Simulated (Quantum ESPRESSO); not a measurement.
# TiSe (P6_3/mmc) in Quantum ESPRESSO: phonons with PBEsol

Aim: the phonons of TiSe with PBEsol.

Everything below comes from runs of Quantum ESPRESSO 7.5. Logs are shortened: lines on timing, memory, paths and dates and some standing lists are left out, and cuts for length are marked.

### Step 1. The structure

Symmetry: P6_3/mmc, No. 194, hexagonal system. Conventional cell: a = 3.559 Å, b = 3.559 Å, c = 6.220 Å, α = 90.00°, β = 90.00°, γ = 120.00°. Se (site symmetry -6m2) has 6 Ti at 2.58 Å as nearest neighbours. Ti (site symmetry -3m) has 6 Se at 2.58 Å as nearest neighbours.

### Step 2. Phonons, PBEsol

Input file pw.in:

```
&CONTROL
  calculation = 'scf'
  prefix = 'pwscf'
  outdir = './tmp'
  pseudo_dir = './pseudo'
  tprnfor = .true.
  tstress = .true.
  disk_io = 'low'
/
&SYSTEM
  ibrav = 0
  celldm(1) = 8
  nat = 4
  ntyp = 2
  ecutwfc = 45
  ecutrho = 360
  nbnd = 26
  occupations = 'smearing'
  smearing = 'mv'
  degauss = 0.00999582
/
&ELECTRONS
  conv_thr = 8d-10
  electron_maxstep = 120
  mixing_beta = 0.5
/
ATOMIC_SPECIES
Se    78.9710 se_pbesol_v1.uspp.F.UPF
Ti    47.8670 ti_pbesol_v1.4.uspp.F.UPF
CELL_PARAMETERS alat
  0.8406919096929   0.0000000000000   0.0000000000000
 -0.4203459548464   0.7280605505575   0.0000000000000
  0.0000000000000   0.0000000000000   1.4692620618965
ATOMIC_POSITIONS crystal
Se     0.6666666667    0.3333333333    0.7500000000
Se     0.3333333333    0.6666666667    0.2500000000
Ti     0.0000000000    0.0000000000    0.5000000000
Ti     0.0000000000    0.0000000000    0.0000000000
K_POINTS automatic
8 8 4 0 0 0
```

Input file relax.in:

```
&CONTROL
  calculation = 'vc-relax'
  prefix = 'pwscf'
  outdir = './tmp'
  pseudo_dir = './pseudo'
  tprnfor = .true.
  tstress = .true.
  disk_io = 'low'
  nstep = 40
  forc_conv_thr = 0.0001
  etot_conv_thr = 1d-06
/
&SYSTEM
  ibrav = 0
  celldm(1) = 8
  nat = 4
  ntyp = 2
  ecutwfc = 45
  ecutrho = 360
  nbnd = 26
  occupations = 'smearing'
  smearing = 'mv'
  degauss = 0.00999582
/
&ELECTRONS
  conv_thr = 8d-10
  electron_maxstep = 120
  mixing_beta = 0.5
/
&IONS
  ion_dynamics = 'bfgs'
/
&CELL
  cell_dynamics = 'bfgs'
  press = 0
  press_conv_thr = 0.2
/
ATOMIC_SPECIES
Se    78.9710 se_pbesol_v1.uspp.F.UPF
Ti    47.8670 ti_pbesol_v1.4.uspp.F.UPF
CELL_PARAMETERS alat
  0.8406919096929   0.0000000000000   0.0000000000000
 -0.4203459548464   0.7280605505575   0.0000000000000
  0.0000000000000   0.0000000000000   1.4692620618965
ATOMIC_POSITIONS crystal
Se     0.6666666667    0.3333333333    0.7500000000
Se     0.3333333333    0.6666666667    0.2500000000
Ti     0.0000000000    0.0000000000    0.5000000000
Ti     0.0000000000    0.0000000000    0.0000000000
K_POINTS automatic
8 8 4 0 0 0
```

Input file scf2.in:

```
&CONTROL
  calculation = 'scf'
  prefix = 'pwscf'
  outdir = './tmp'
  pseudo_dir = './pseudo'
  tprnfor = .true.
  tstress = .true.
  disk_io = 'low'
/
&SYSTEM
  ibrav = 0
  celldm(1) = 8
  nat = 4
  ntyp = 2
  ecutwfc = 45
  ecutrho = 360
  nbnd = 26
  occupations = 'smearing'
  smearing = 'mv'
  degauss = 0.00999582
/
&ELECTRONS
  conv_thr = 1d-13
  electron_maxstep = 120
  mixing_beta = 0.5
  startingpot = 'file'
  startingwfc = 'file'
/
ATOMIC_SPECIES
Se    78.9710 se_pbesol_v1.uspp.F.UPF
Ti    47.8670 ti_pbesol_v1.4.uspp.F.UPF
CELL_PARAMETERS alat
  0.7931506654397  -0.0000000000068   0.0000000000000
 -0.3965753327139   0.6868886253027   0.0000000000000
  0.0000000000000   0.0000000000000   1.5950595441311
ATOMIC_POSITIONS crystal
Se     0.6666666666    0.3333333332    0.7500000000
Se     0.3333333332    0.6666666666    0.2500000000
Ti    -0.0000000001   -0.0000000001    0.5000000000
Ti    -0.0000000001   -0.0000000001    0.0000000000
K_POINTS automatic
8 8 4 0 0 0
```

Input file ph.in:

```
phonons of TiSe
&INPUTPH
  prefix = 'pwscf'
  outdir = './tmp'
  tr2_ph = 1d-18
  fildyn = 'dyn'
  niter_ph = 90
  alpha_mix(1) = 0.4
/
0.0000000000 0.0000000000 0.0000000000
```

Input file dynmat.in:

```
&INPUT
  fildyn = 'dyn'
  asr = 'crystal'
  filout = 'dynmat.disp'
  fileig = 'dynmat.eig'
/
```

Potentials or basis: GBRV 1.5 PBEsol.

The run is started by

```
> OMP_NUM_THREADS=1 pw.x -in pw.in > pw.out
> OMP_NUM_THREADS=1 pw.x -in relax.in > relax.out
> OMP_NUM_THREADS=1 pw.x -in scf2.in > scf2.out
> OMP_NUM_THREADS=1 ph.x -in ph.in > ph.out
> OMP_NUM_THREADS=1 dynmat.x -in dynmat.in > dynmat.out
```

pw.out:

```text
This program is part of the open-source Quantum ESPRESSO suite
     for quantum simulation of materials; please cite
[... 9 lines left out ...]
     --------------------
     sticks:   dense  smooth     PW     G-vecs:    dense   smooth      PW
     Sum        1135     559    163                53117    18753    3069

     Using Slab Decomposition

     bravais-lattice index     =            0
     lattice parameter (alat)  =       8.0000  a.u.
     unit-cell volume          =     460.4406 (a.u.)^3
     number of atoms/cell      =            4
     number of atomic types    =            2
     number of electrons       =        36.00
     number of Kohn-Sham states=           26
     kinetic-energy cutoff     =      45.0000  Ry
     charge density cutoff     =     360.0000  Ry
     scf convergence threshold =      8.0E-10
     mixing beta               =       0.5000
     number of iterations used =            8  plain     mixing
     Exchange-correlation= SLA  PW   PSX  PSC
                           (   1   4  10   8   0   0   0)

     celldm(1)=   8.000000  celldm(2)=   0.000000  celldm(3)=   0.000000
     celldm(4)=   0.000000  celldm(5)=   0.000000  celldm(6)=   0.000000

     crystal axes: (cart. coord. in units of alat)
               a(1) = (   0.840692   0.000000   0.000000 )
               a(2) = (  -0.420346   0.728061   0.000000 )
               a(3) = (   0.000000   0.000000   1.469262 )

     reciprocal axes: (cart. coord. in units 2 pi/alat)
               b(1) = (  1.189496  0.686756 -0.000000 )
               b(2) = (  0.000000  1.373512  0.000000 )
               b(3) = (  0.000000 -0.000000  0.680614 )

     PseudoPot. # 1 for Se read from file:
     se_pbesol_v1.uspp.F.UPF
     Pseudo is Ultrasoft + core correction, Zval =  6.0
     Generated by new atomic code, or converted to UPF format
     Using radial grid of  877 points,  6 beta functions with:
                l(1) =   0
                l(2) =   0
                l(3) =   1
                l(4) =   1
                l(5) =   2
                l(6) =   2
     Q(r) pseudized with  8 coefficients,  rinner =    1.300   1.300   1.300
                                                       1.300   1.300

     PseudoPot. # 2 for Ti read from file:
     ti_pbesol_v1.4.uspp.F.UPF
     Pseudo is Ultrasoft + core correction, Zval = 12.0
     Generated by new atomic code, or converted to UPF format
     Using radial grid of  851 points,  6 beta functions with:
                l(1) =   0
                l(2) =   0
                l(3) =   1
                l(4) =   1
                l(5) =   2
                l(6) =   2
     Q(r) pseudized with  6 coefficients,  rinner =    1.000   1.000   1.000
                                                       1.000   1.000

     atomic species   valence    mass     pseudopotential
     Se                6.00    78.97100     Se( 1.00)
     Ti               12.00    47.86700     Ti( 1.00)

     24 Sym. Ops., with inversion, found (12 have fractional translation)

   Cartesian axes

     site n.     atom                  positions (alat units)
         1        Se     tau(   1) = (   0.4203460   0.2426869   1.1019465  )
         2        Se     tau(   2) = (  -0.0000000   0.4853737   0.3673155  )
         3        Ti     tau(   3) = (   0.0000000   0.0000000   0.7346310  )
         4        Ti     tau(   4) = (   0.0000000   0.0000000   0.0000000  )

     number of k points=    30  Marzari-Vanderbilt smearing, width (Ry)=  0.0100
                       cart. coord. in units 2pi/alat
        k(    1) = (   0.0000000   0.0000000   0.0000000), wk =   0.0078125
        k(    2) = (   0.0000000   0.0000000   0.1701534), wk =   0.0156250
        k(    3) = (   0.0000000   0.0000000  -0.3403069), wk =   0.0078125
        k(    4) = (   0.0000000   0.1716890   0.0000000), wk =   0.0468750
        k(    5) = (   0.0000000   0.1716890   0.1701534), wk =   0.0937500
        k(    6) = (   0.0000000   0.1716890  -0.3403069), wk =   0.0468750
[... 22 lines left out ...]
        k(   29) = (   0.2973741   0.6867561   0.1701534), wk =   0.0937500
        k(   30) = (   0.2973741   0.6867561  -0.3403069), wk =   0.0468750

     Dense  grid:    53117 G-vectors     FFT dimensions: (  45,  45,  72)

     Smooth grid:    18753 G-vectors     FFT dimensions: (  30,  30,  54)

     Check: negative core charge=   -0.000006

     Initial potential from superposition of free atoms

     starting charge      33.9998, renormalised to      36.0000

     negative rho (up, down):  1.373E-03 0.000E+00
     Starting wfcs are   28 randomized atomic wfcs

     Self-consistent Calculation

     iteration #  1     ecut=    45.00 Ry     beta= 0.50
     Davidson diagonalization with overlap
     ethr =  1.00E-02,  avg # of iterations =  3.1

     Threshold (ethr) on eigenvalues was too large:
     Diagonalizing with lowered threshold

     Davidson diagonalization with overlap
     ethr =  7.28E-04,  avg # of iterations =  1.8

     negative rho (up, down):  1.273E-03 0.000E+00

     total energy              =    -325.15402092 Ry
     estimated scf accuracy    <       0.28267285 Ry

     iteration #  2     ecut=    45.00 Ry     beta= 0.50
     Davidson diagonalization with overlap
     ethr =  7.85E-04,  avg # of iterations =  3.9

     negative rho (up, down):  1.119E-03 0.000E+00

     total energy              =    -325.20079727 Ry
     estimated scf accuracy    <       0.14201140 Ry

     iteration #  3     ecut=    45.00 Ry     beta= 0.50
     Davidson diagonalization with overlap
     ethr =  3.94E-04,  avg # of iterations =  2.6
[... 21 lines left out ...]
     total energy              =    -325.23420457 Ry
     estimated scf accuracy    <       0.00013335 Ry

     iteration #  6     ecut=    45.00 Ry     beta= 0.50
     Davidson diagonalization with overlap
     ethr =  3.70E-07,  avg # of iterations =  3.0

     negative rho (up, down):  9.396E-04 0.000E+00

     total energy              =    -325.23423139 Ry
     estimated scf accuracy    <       0.00000072 Ry

     iteration #  7     ecut=    45.00 Ry     beta= 0.50
     Davidson diagonalization with overlap
     c_bands:  1 eigenvalues not converged
     ethr =  1.99E-09,  avg # of iterations = 11.0

     negative rho (up, down):  9.393E-04 0.000E+00

     total energy              =    -325.23423744 Ry
     estimated scf accuracy    <       0.00000028 Ry

     iteration #  8     ecut=    45.00 Ry     beta= 0.50
     Davidson diagonalization with overlap
     ethr =  7.84E-10,  avg # of iterations =  2.5

     negative rho (up, down):  9.393E-04 0.000E+00

     total energy              =    -325.23423749 Ry
     estimated scf accuracy    <          2.8E-09 Ry

     iteration #  9     ecut=    45.00 Ry     beta= 0.50
     Davidson diagonalization with overlap
     ethr =  7.70E-12,  avg # of iterations =  7.7

     negative rho (up, down):  9.393E-04 0.000E+00

     total energy              =    -325.23423750 Ry
     estimated scf accuracy    <          1.6E-09 Ry

     iteration # 10     ecut=    45.00 Ry     beta= 0.50
     Davidson diagonalization with overlap
     ethr =  4.38E-12,  avg # of iterations =  2.1

     negative rho (up, down):  9.393E-04 0.000E+00

     End of self-consistent calculation

          k = 0.0000 0.0000 0.0000 (  2323 PWs)   bands (ev):

   -44.2275 -44.2065 -20.7166 -20.6323 -20.6323 -20.6076 -20.6076 -20.4778
    -2.9339  -1.5234   5.2767   8.7089   8.7089  10.6107  11.0147  11.2646
    11.2646  12.4614  12.4614  12.4860  12.4860  14.1008  14.1008  15.2775
    16.1716  16.2529

          k = 0.0000 0.0000 0.1702 (  2335 PWs)   bands (ev):

   -44.2245 -44.2096 -20.6822 -20.6287 -20.6287 -20.6112 -20.6112 -20.5134
    -2.7662  -1.7844   5.8549   8.9164   8.9164   9.1426  10.4598  10.4598
    11.9561  12.6171  12.6171  13.1947  13.1947  14.1427  14.1427  14.3095
    16.4469  16.4469

          k = 0.0000 0.0000-0.3403 (  2330 PWs)   bands (ev):

   -44.2170 -44.2170 -20.6200 -20.6200 -20.6200 -20.6200 -20.5984 -20.5984
    -2.3188  -2.3188   7.3100   7.3100   9.5227   9.5227   9.5227   9.5227
    13.0164  13.0164  13.0164  13.0164  13.0382  13.0382  15.2713  15.2713
    15.2713  15.2713
[... 52 lines left out ...]
   -44.2178 -44.2033 -20.7137 -20.6860 -20.6579 -20.6478 -20.6280 -20.5003
    -1.6712  -1.3721   6.1029   6.5867   7.8629   8.5012   8.6681   9.4205
    11.2692  12.5143  13.5633  13.9622  14.0151  14.4580  14.5695  15.1831
    16.0868  16.2364

          k = 0.0000 0.5151-0.3403 (  2350 PWs)   bands (ev):

   -44.2105 -44.2105 -20.6998 -20.6998 -20.6379 -20.6379 -20.5797 -20.5797
    -1.5211  -1.5211   6.2139   6.2139   8.3963   8.3963   9.0152   9.0152
    11.8863  11.8863  13.7490  13.7490  14.1591  14.1591  15.2636  15.2636
    15.5281  15.5281

          k = 0.0000-0.6868 0.0000 (  2340 PWs)   bands (ev):

   -44.2196 -44.1992 -20.7343 -20.6923 -20.6857 -20.6552 -20.6267 -20.4653
    -1.4586  -1.2704   5.5119   7.0983   7.6540   8.0074   8.4483   9.5455
    10.8637  12.6251  13.6031  14.0193  14.2068  14.3465  14.8316  15.2206
    16.4457  16.5683

          k = 0.0000-0.6868 0.1702 (  2356 PWs)   bands (ev):

   -44.2166 -44.2022 -20.7280 -20.6984 -20.6540 -20.6510 -20.6309 -20.4981
    -1.4276  -1.2945   5.5978   6.4976   8.1346   8.1524   8.5791   9.3423
    11.1598  12.4476  13.9418  14.0585  14.2527  14.3304  14.6298  15.3931
    15.8329  16.1677

          k = 0.0000-0.6868-0.3403 (  2360 PWs)   bands (ev):

   -44.2094 -44.2094 -20.7132 -20.7132 -20.6410 -20.6410 -20.5766 -20.5766
    -1.3576  -1.3576   5.9073   5.9073   8.3346   8.3346   8.9272   8.9272
    11.8625  11.8625  14.1465  14.1465  14.3642  14.3642  14.9530  14.9530
    15.8205  15.8205

          k = 0.1487 0.2575 0.0000 (  2355 PWs)   bands (ev):

   -44.2244 -44.2036 -20.7046 -20.6712 -20.6430 -20.6400 -20.6166 -20.4729
    -2.4388  -1.4287   5.9736   7.9425   8.3337   8.7672   9.3113   9.7310
    11.4281  12.9760  13.1908  13.4229  13.4645  13.9855  14.9106  15.2413
    15.7208  15.7284

          k = 0.1487 0.2575 0.1702 (  2345 PWs)   bands (ev):

   -44.2214 -44.2067 -20.6717 -20.6667 -20.6441 -20.6391 -20.6205 -20.5073
    -2.3097  -1.6003   6.2816   7.9129   8.1791   8.7899   9.2477   9.5702
    11.9279  12.6225  12.9159  13.3992  13.7072  14.4289  14.4445  14.8082
    15.4623  15.9700
[... 80 lines left out ...]
   -44.2158 -44.2014 -20.7093 -20.6833 -20.6810 -20.6583 -20.6514 -20.4966
    -1.2671  -1.2424   6.2126   6.6903   7.2545   8.0274   8.1210   8.2149
    12.5775  12.7808  13.4047  13.8133  14.0679  14.3052  14.5605  15.1206
    15.9839  16.1503

          k = 0.2974 0.6868-0.3403 (  2358 PWs)   bands (ev):

   -44.2086 -44.2086 -20.6959 -20.6959 -20.6702 -20.6702 -20.5744 -20.5744
    -1.2531  -1.2531   6.4323   6.4323   7.5656   7.5656   8.2760   8.2760
    12.5175  12.5175  13.7947  13.7947  14.2076  14.2076  14.6141  14.6141
    16.7015  16.7015

     the Fermi energy is    12.9085 ev

!    total energy              =    -325.23423750 Ry
     estimated scf accuracy    <          2.6E-11 Ry
     smearing contrib. (-TS)   =       0.00059309 Ry
     internal energy E=F+TS    =    -325.23483059 Ry

     The total energy is F=E-TS. E is the sum of the following terms:
     one-electron contribution =     -90.18610410 Ry
     hartree contribution      =      60.64511912 Ry
     xc contribution           =     -95.05355102 Ry
     ewald contribution        =    -200.64029459 Ry

     convergence has been achieved in  10 iterations

     negative rho (up, down):  9.393E-04 0.000E+00

     Forces acting on atoms (cartesian axes, Ry/au):

     atom    1 type  1   force =     0.00000000    0.00000000   -0.00000000
     atom    2 type  1   force =    -0.00000000    0.00000000    0.00000000
     atom    3 type  2   force =     0.00000000    0.00000000   -0.00000000
     atom    4 type  2   force =     0.00000000    0.00000000   -0.00000000

     Total force =     0.000000     Total SCF correction =     0.000000

     Computing stress (Cartesian axis) and pressure

     negative rho (up, down):  9.393E-04 0.000E+00
          total   stress  (Ry/bohr**3)                   (kbar)     P=       -8.06
  -0.00027312   0.00000000  -0.00000000          -40.18        0.00       -0.00
   0.00000000  -0.00027312  -0.00000000            0.00      -40.18       -0.00
   0.00000000   0.00000000   0.00038185            0.00        0.00       56.17

=------------------------------------------------------------------------------=
   JOB DONE.
=------------------------------------------------------------------------------=
```

Run time: 28 min. Hardware: 1 thread of Arm Neoverse V2, shared host; peak memory 0.25 GiB.

What came out:

```yaml
Free_energy: -4425.2884 eV
Relaxed_volume: 16.48 Å³/atom
Relaxed_cell: a = 3.358 Å, b = 3.358 Å, c = 6.753 Å, α = 90.00°, β = 90.00°, γ = 120.00°
Space_group_after_relaxing_to_0.05_Å: P6_3/mmc (No. 194)
Pressure_after_relaxing: 0.0 GPa
Band_gap_on_the_k_mesh: none (metal or under the smearing width)
Highest_phonon_frequency_at_Γ: 261 cm⁻¹
```

Step by step:
```csv
step,energy change (eV),largest force (eV/Å),pressure (GPa),volume (Å³)
1,0.0000,0.0000,-0.81,68.23
2,-0.0447,0.0000,-0.74,67.94
3,-0.1057,0.0000,-0.53,67.49
4,-0.1848,0.0000,-0.21,66.81
5,-0.2488,0.0000,0.43,65.83
6,-0.2509,0.0000,0.27,65.79
7,-0.2510,0.0000,0.08,65.89
8,-0.2510,0.0000,0.00,65.93
```

Final structure:
```
Se Ti
1.0
     3.35774    0.00000    0.00000
    -1.67887    2.90789    0.00000
     0.00000    0.00000    6.75255
Se Ti
2 2
Direct
  0.66667 0.33333 0.75000
  0.33333 0.66667 0.25000
  0.00000 0.00000 0.50000
  0.00000 0.00000 0.00000
```

Phonon frequencies in cm⁻¹ (negative: imaginary):
| q point | frequencies |
| --- | --- |
| (0.000, 0.000, 0.000) | -10 -10 -10 175 175 218 235 235 246 246 254 261 |

Optical modes at Γ, degenerate ones joined:
| cm⁻¹ | components | symmetry | active in |
| --- | --- | --- | --- |
| 175 | 2 | E2g | Raman |
| 218 | 1 | B1g | silent |
| 235 | 2 | E2u | silent |
| 246 | 2 | E1u | IR |
| 254 | 1 | B2u | silent |
| 261 | 1 | A2u | IR |

Caveat: the mesh is thin for the phonons of a metal.
